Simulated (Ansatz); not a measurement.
**What a trial cell of CrO₂ relaxes into**

Level of theory: DFT PBE, scalar-relativistic, plane waves, PAW (Ansatz 0.2.0). Cutoff 420 eV, Γ-centred k mesh, Gaussian smearing, collinear spin, first started from parallel moments.

This is the end of a relaxation of cell and atoms.

```xyz
3
Lattice="0.0000 2.3541 2.3541 2.3541 0.0000 2.3541 2.3541 2.3541 0.0000" Properties=species:S:1:pos:R:3 pbc="T T T"
Cr    0.0000    0.0000    0.0000
O     1.1771    1.1771    1.1771
O     3.5312    3.5312    3.5312
```

Energies over the elements count from the elements' standard structures at the same level (O₂ as a molecule), with no empirical corrections.

Task: What space group does it have?

Result: Fm-3m (No. 225). Conventional cell: a = 4.708 Å. Around Cr lie 8 O at 2.04 Å; around O lie 4 Cr at 2.04 Å and 6 O at 2.35 Å.

Task: What is its formation energy per atom?

Result: -1.622 eV/atom.

Task: Is it a metal?

Result: No, the gap on the 14×14×14 mesh is 0.55 eV.

Task: What net moment does it keep?

Result: 0.67 μB per atom, with site moments up to 1.87 μB.

The final run used a 14×14×14 mesh on its 3-atom cell and 0.02 eV smearing. The cell came from a trial start, so CrO₂ may not exist in this structure.

Cost: 3 runs of about 0.18 core-minutes in all, on AMD EPYC 9B45 (Zen 5) (shared hosts).